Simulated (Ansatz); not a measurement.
The system is Sb.

```
Sb
1.0
    -1.57654    1.57654    2.71194
     1.57654   -1.57654    2.71194
     1.57654    1.57654   -2.71194
Sb
1
Direct
  0.00000 0.00000 0.00000
```

This isn't the form of Sb at room conditions, which is rhombohedral.

```yaml
Program: Ansatz 0.2.0
Task: single point
Functional: PBE
Potentials_or_basis: all-electron LAPW, scalar-relativistic
Cutoff: 185 eV (chosen from the basis error)
Basis_error_allowed: 0.001 eV/atom
k_mesh: 12 × 12 × 12
Occupations: fermi-dirac, width 0.05 eV
Spin: no spin polarisation
```

On this cell: pressure 1.8 GPa; band gap on the k mesh none (metal or under the smearing width).

The same run follows on a disturbed copy (cell strained at random at fixed volume):

```xyz
1
Lattice="-1.5776 1.5802 2.7118 1.5670 -1.5443 2.6848 1.6043 1.5710 -2.6909" Properties=species:S:1:pos:R:3 pbc="T T T"
Sb    0.0066    0.0476    0.0149
```

Question: What changes?

Answer: The energy (extrapolated to zero smearing) moves by -1.3 meV/atom; pressure 1.7 GPa; band gap on the k mesh none (metal or under the smearing width).

Stress tensor (GPa, compression positive):
```
1.59 0.22 0.01
0.22 2.35 0.23
0.01 0.23 1.18
```

The energy falls, though the first cell shows no forces: that form is unstable against this distortion, unless noise or another electronic state is at work.
